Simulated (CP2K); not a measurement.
## Ni3Ge under changes of volume

One of the cells (11.000 Å³/atom); the others are scaled copies at fixed shape and fractional positions:

```xyz
4
Lattice="3.5303 0.0000 0.0000 0.0000 3.5303 0.0000 0.0000 0.0000 3.5303" Properties=species:S:1:pos:R:3 pbc="T T T"
Ge    0.0000    0.0000    0.0000
Ni    1.7652    1.7652    0.0000
Ni    0.0000    1.7652    1.7652
Ni    1.7652    0.0000    1.7652
```

The cell comes from a database or a generator and needn't be the stable form of this composition.

```yaml
Program: CP2K 2026.2
Functional: PBEsol
Potentials_or_basis: POTENTIAL_UZH Ge GTH-PBE-q4; GTH_POTENTIALS Ni GTH-PBE-q18; TZVP-MOLOPT-PBE-GTH, TZVP-MOLOPT-SR-GTH basis
Density_cutoff: 8163 eV
k_mesh: 8 × 8 × 8
Occupations: fermi-dirac, width 0.05 eV
Spin: collinear spin, ferromagnetic start
Starting_moments: "[0.0, 1.0, 1.0, 1.0] μB"
```

```csv
volume (Å³/atom),energy over the lowest point (meV/atom),pressure (GPa)
10.340,41.03,18.4
10.560,20.02,12.4
10.780,6.72,7.1
11.000,0.30,2.4
11.220,0.00,-1.8
11.440,5.17,-5.6
11.660,?,?
```

What does the run at 11.660 Å³/atom give?

Energy over the lowest point 15.20 meV/atom; pressure -8.9 GPa.

Worked out: A Birch-Murnaghan fit of order 3 (a polynomial in V^(-2/3)) to the other rows has its minimum at 11.12 Å³/atom with B0 = V·E''(V) = 212 GPa and B' = 4.8. It gives 15.21 meV/atom at 11.660 Å³/atom, against the run's 15.20, and -dE/dV = -9.0 GPa, against -8.9.

Energies are extrapolated to zero smearing.

Caveats: the potentials were made for another functional, which shifts forces and pressure; the basis of atomic orbitals isn't converged, which shifts pressures, moduli and gaps; the total moment is fixed, so each spin has its own Fermi level.
